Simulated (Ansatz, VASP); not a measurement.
MgS in VASP and in Ansatz

```xyz
2
Lattice="0.0000 2.6016 2.6016 2.6016 0.0000 2.6016 2.6016 2.6016 0.0000" Properties=species:S:1:pos:R:3 pbc="T T T"
Mg    0.0088    0.0088    0.0000
S     2.6016    2.6016    2.6016
```

Change from the starting cell: all Mg atoms moved +0.013 Å, as atom 1 along Cartesian [1 1 0].

Alike in both runs: task single point; functional r2SCAN; k mesh 8 × 8 × 8; occupations gaussian, width 0.05 eV; no spin polarisation.

|  | VASP | Ansatz |
| --- | --- | --- |
| version | VASP 6.6.1 | Ansatz 0.2.0 |
| potentials or method | VASP PAW PBE potentials, release 64 (Mg, S) | scalar-relativistic, plane waves, PAW |
| plane-wave cutoff (eV) | 520 | 500 |
| valence electrons in the cell | 8 | 16 |

Ansatz gave:

| Quantity | Value |
| --- | --- |
| gap on the k mesh at the Fermi level (eV) | 3.46 |
| least direct gap on the mesh (eV) | 4.64 |
| pressure (GPa) | 0.0 |
| rms of the force components (eV/Å) | 0.021 |

Which values does VASP return?

gap on the k mesh at the Fermi level (eV): 3.43; least direct gap on the mesh (eV): 4.61; pressure (GPa): -0.5; rms of the force components (eV/Å): 0.020.

Atom by atom the forces differ by 0.000 eV/Å (rms over components). The two sets of potentials don't hold the same shells in valence.

Caveats: the PAW data sets were made with another functional, which shifts forces and pressure a little (VASP). A k mesh can miss the band edges.
